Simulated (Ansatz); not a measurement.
## SnO2, space group P6_3/mmc: a relaxation of cell and ions, step by step

With the Ansatz DFT code, driven from Python.

Notebook, run cell by cell (the value of a cell's last expression is shown):

**Cell 1**
```python
import ansatz as az
from ase import Atoms
from ase.io import write
import numpy as np
```

**Cell 2**
```python
def edges_and_angles(cell):
    cell = np.asarray(cell)
    a, b, c = np.linalg.norm(cell, axis=1)
    cosines = cell[1] @ cell[2] / (b * c), cell[0] @ cell[2] / (a * c), cell[0] @ cell[1] / (a * b)
    return (a, b, c, *np.degrees(np.arccos(cosines)))

xtal = (
    az.Lattice.from_parameters(3.230576, 3.230576, 10.790562, alpha=90, beta=90, gamma=120)
    .space_group(194)
    .atom("Sn", (0.0, 0.0, 0.5))
    .atom("O", (2 / 3, 1 / 3, 0.405862))
)
```

**Cell 3**
```python
# only the volume may change
calculation = (
    xtal.calculation()
    .occupations(az.OccupationsMethod.FIXED)
    .functional(az.Functional.PBESOL)
    .kpoints(12, 12, 2)
    .relax(force_tolerance=0.03, fix_cell=["shape"])
)
steps = []
```

**Cell 4**
```python
def collect(event):
    if event["event"] == "relax_step":
        steps.append(event["data"])
```

**Cell 5**
```python
done = calculation.session().plan().execute(on_event=collect)
rep = done.report
```
Output:
```text
DeckWarning: basis.ecutwfc = 420 eV, auto-derived from the records' recommended cutoffs: set by Sn (normal level)
```

**Cell 6**
```python
rep["n_electrons"]
```
Output:
```text
52.0
```

**Cell 7**
```python
print("step   energy (eV)     max comp. (eV/A)   P (GPa)  SCF")
for s in steps:
    print(f"{s['step']:4d} {s['lagrangian_ev']:15.5f} {s['allowed_force_max_ev_ang']:12.4f} {s['pressure_gpa']:10.3f} {s['n_scf']:5d}")

first, last = steps[0], steps[-1]
symbols = [site.symbol for site in done.lattice.sites]
print(f"energy gained {first['lagrangian_ev'] - last['lagrangian_ev']:.4f} eV in {len(steps) - 1} steps")
for label, vectors in (("before", first["cell_ang"]), ("after", done.lattice.cell_ang)):
    print(label, "a b c (A) {:.4f} {:.4f} {:.4f}  angles {:.2f} {:.2f} {:.2f}".format(*edges_and_angles(vectors)), f" V = {abs(np.linalg.det(vectors)):.3f} A^3")
print("final stress xx yy zz (GPa, compression positive):", np.round(np.diag(rep["stress_gpa"]), 3) + 0.0)
```
Output:
```text
step   energy (eV)     max comp. (eV/A)   P (GPa)  SCF
   1    -14141.91863       0.3821     -4.286     6
   2    -14141.97485       0.0788      0.032     6
   3    -14141.97292       0.0360      0.039     5
   4    -14141.97406       0.0003     -0.003     4
   5    -14141.96301       0.0002     -0.168     6
   6    -14141.96406       0.0007      0.007     4
   7    -14141.96319       0.0008     -0.001     5
energy gained 0.0446 eV in 6 steps
before a b c (A) 3.2306 3.2306 10.7906  angles 90.00 90.00 120.00  V = 97.529 A^3
after a b c (A) 3.1962 3.1962 10.6757  angles 90.00 90.00 120.00  V = 94.447 A^3
final stress xx yy zz (GPa, compression positive): [-0.342 -0.342  0.681]
```

**Cell 8**
```python
relaxed = Atoms(symbols, positions=[site.position_ang for site in done.lattice.sites], cell=done.lattice.cell_ang, pbc=True)
write("relaxed.cif", relaxed, format="cif")
```

**Cell 9**
```python
print("relaxed fractional positions")
for site in done.lattice.sites:
    print(f"  {site.symbol:2s}", " ".join(f"{v % 1:8.5f}" for v in np.round(site.position_frac, 5)))
```
Output:
```text
relaxed fractional positions
  Sn  0.00000  0.00000  0.50000
  Sn  0.00000  0.00000  0.00000
  O   0.66667  0.33333  0.40610
  O   0.33333  0.66667  0.59390
  O   0.33333  0.66667  0.90610
  O   0.66667  0.33333  0.09390
```

**Cell 10**
```python
print("atom   start x y z (A)              end x y z (A)")
for symbol, a, b in zip(symbols, first["positions_ang"], last["positions_ang"]):
    print(f"{symbol:3s}", " ".join(f"{v:8.4f}" for v in a), "  ", " ".join(f"{v:8.4f}" for v in b))
```
Output:
```text
atom   start x y z (A)              end x y z (A)
Sn    0.0000   0.0000   5.3953      0.0000   0.0000   5.3378
Sn    0.0000   0.0000   0.0000      0.0000  -0.0000  -0.0000
O     1.6153   0.9326   4.3795      1.5981   0.9227   4.3354
O     0.0000   1.8652   6.4111      0.0000   1.8453   6.3403
O     0.0000   1.8652   9.7748      0.0000   1.8453   9.6732
O     1.6153   0.9326   1.0158      1.5981   0.9227   1.0025
```

**Cell 11**
```python
for key in ("converged", "n_iterations", "n_electrons", "n_kpoints", "n_pw", "n_symmetry_ops", "free_energy_ev", "fermi_energy_ev"):
    print(f"{key:18s} {rep[key]}")
```
Output:
```text
converged          True
n_iterations       5
n_electrons        52.0
n_kpoints          38
n_pw               1859
n_symmetry_ops     24
free_energy_ev     -14141.963192248133
fermi_energy_ev    4.839358639577286
```

File `relaxed.cif` afterwards:
```cif
data_image0
_chemical_formula_structural       Sn2O4
_chemical_formula_sum              "Sn2 O4"
_cell_length_a       3.196177639817426
_cell_length_b       3.1961776398174258
_cell_length_c       10.675666811572802
_cell_angle_alpha    90.0
_cell_angle_beta     90.0
_cell_angle_gamma    119.99999999999999

_space_group_name_H-M_alt    "P 1"
_space_group_IT_number       1

loop_
  _space_group_symop_operation_xyz
  'x, y, z'

loop_
  _atom_site_type_symbol
  _atom_site_label
  _atom_site_symmetry_multiplicity
  _atom_site_fract_x
  _atom_site_fract_y
  _atom_site_fract_z
  _atom_site_occupancy
  Sn  Sn1       1.0  0.0  0.0  0.5  1.0000
  Sn  Sn2       1.0  1.8194405342198521e-34  0.0  0.0  1.0000
  O   O1        1.0  0.6666666666666665  0.3333333333333333  0.40609937078831904  1.0000
  O   O2        1.0  0.3333333333333333  0.6666666666666666  0.5939006292116811  1.0000
  O   O3        1.0  0.3333333333333333  0.6666666666666666  0.906099370788319  1.0000
  O   O4        1.0  0.6666666666666665  0.3333333333333333  0.09390062921168096  1.0000
```

Notes:
- Absolute energies stand on the zero of these potentials, so only differences at equal settings mean something. A total without «per atom» is that of the cell as typed.
- Under fixed occupations the level called the Fermi level is the highest filled one on the SCF mesh; off the mesh a filled band can lie a little above it.
- An absolute Fermi energy rests on an arbitrary zero of the periodic potential and has no direct meaning.
- Energies along a relaxation are free energies. Rows at an unchanged volume are solved on a plane-wave basis chosen afresh for that cell, so the energy jumps there and such rows are no steps of the walk.
- The structure is layered, and without a dispersion term the spacing of the layers is poorly determined.
- The structure comes from a database of computed cells and needn't be a stable or known phase.
- Warnings are shown shortened and without file and line.
- Run time: 33 s on 1 thread of Arm Neoverse V1, on a shared host, peak memory 0.52 GiB.
